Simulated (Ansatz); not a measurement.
Input and command of a plane-wave DFT calculation in Ansatz:

```yaml
crystal:
  lattice:
    - [0.0, -1.9005204428, -1.9005204428]
    - [-1.9005204428, 0.0, -1.9005204428]
    - [1.9005204428, 1.9005204428, -3.8010408856]
  atoms:
    - { symbol: Si, position: [0.4462940314, 0.6074005393, 0.5000113979] }
    - { symbol: Si, position: [0.0537059686, -0.1074005393, -1.13979e-05] }
basis:
  ecutwfc: 420
kpoints:
  mp_grid: { grid: [24, 24, 26] }
hamiltonian:
  xc: pbe
  dispersion: d3bj
scf:
  occupations: { method: gaussian, width: 0.15 }
output:
  forces: true
  stress: true
  eigenvalues: true
```

```bash
ansatz run input.yaml --threads 2 --pin off --max-ram 5120MiB --backend cpu --events-out ev --progress --plain --runs-dir out
```

Processor: Intel(R) Xeon(R) Processor @ 2.70GHz, 2 threads, on a host shared with other jobs.

Problem. Estimate time, memory and problem size.

Solution. About 59 s on 2 threads of Intel(R) Xeon(R) Processor @ 2.70GHz, with other jobs on the host, peak memory 2.1 GiB. It solves 8 bands at 7492 k points (the mesh reduced by the symmetry that the task leaves, which can be less than the crystal's) with about 549 plane waves, in 6 SCF iterations.
